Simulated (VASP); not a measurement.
## A VASP 6.6.1 single-point calculation on NaCl

INCAR

```
ENCUT = 520
ALGO = All
LWAVE = .FALSE.
LREAL = .TRUE.
EDIFF = 1E-7
ISIF = 2
PREC = Accurate
LASPH = .TRUE.
NELM = 120
GGA = PE
ISMEAR = -1
NBANDS = 14
MAXMIX = 5
SIGMA = 0.02
LCHARG = .FALSE.
NSW = 0
IBRION = -1
```

KPOINTS

```
KPOINTS created by Atomic Simulation Environment
0
Gamma
8 8 8
0 0 0
```

POSCAR

```
Na Cl
 1.0000000000000000
     0.1547412070000000    2.8296369706000002    2.8296369706000002
     2.8296369706000002    0.1547412070000000    2.8296369706000002
     2.8296369706000002    2.8296369706000002    0.1547412070000000
 Na  Cl
   1   1
Cartesian
  0.0000000000000000  0.0000000000000000  0.0000000000000000
  2.9070075740999997  2.9070075740999997  2.9070075740999997
```

The recommended PBE PAW datasets give the neutral cell 14 valence electrons.

Command

```
mpirun -np 1 vasp_std
```

**Question.** Predict the outcome of this run.

**Answer.** It converged. Results: gap between bands v and c on the k mesh 5.23 eV; least direct gap on the k mesh 5.23 eV; pressure 3.1 GPa. Band v is the last that the valence electrons fill when counted band by band, and c is the next.

OSZICAR

```
N       E                     dE             d eps       ncg     rms           ort
DAV:   1     0.104245610063E+03    0.10425E+03   -0.72823E+03   910   0.120E+03
DAV:   2     0.146825103037E+01   -0.10278E+03   -0.94738E+02   910   0.282E+02
DAV:   3    -0.677897440045E+01   -0.82472E+01   -0.81924E+01   910   0.731E+01
DAV:   4    -0.690686305775E+01   -0.12789E+00   -0.12783E+00   910   0.981E+00
DAV:   5    -0.690948446573E+01   -0.26214E-02   -0.26212E-02   910   0.143E+00
SDA:   6    -0.649395228170E+01    0.41553E+00   -0.26212E-02   910   0.786E+00   0.000E+00
CGA:   7    -0.669317451693E+01   -0.19922E+00   -0.19947E+00   910   0.641E-01  -0.260E-02
CGA:   8    -0.670890539363E+01   -0.15731E-01   -0.15733E-01   910   0.294E-01   0.204E-04
CGA:   9    -0.671713849613E+01   -0.82331E-02   -0.82394E-02   910   0.523E-02  -0.784E-04
CGA:  10    -0.671896918822E+01   -0.18307E-02   -0.18311E-02   910   0.663E-03  -0.277E-05
CGA:  11    -0.671915918533E+01   -0.19000E-03   -0.18991E-03   910   0.143E-03   0.156E-05
CGA:  12    -0.671919295437E+01   -0.33769E-04   -0.33769E-04   910   0.180E-04  -0.258E-05
CGA:  13    -0.671919865485E+01   -0.57005E-05   -0.56901E-05   910   0.217E-05   0.120E-06
CGA:  14    -0.671919951186E+01   -0.85701E-06   -0.85112E-06   910   0.563E-06   0.405E-07
CGA:  15    -0.671919971567E+01   -0.20381E-06   -0.21460E-06   910   0.219E-06  -0.935E-07
SDA:  16    -0.671919974374E+01   -0.28075E-07   -0.33749E-07   910   0.557E-07   0.665E-07
   1 F= -.67191997E+01 E0= -.67191997E+01  d E =-.124195E-10
```

For comparison, a separate PBE run of the intended cell, on usual settings and not on those above, gives a gap of 5.23 eV on its mesh and a pressure of 3.1 GPa.
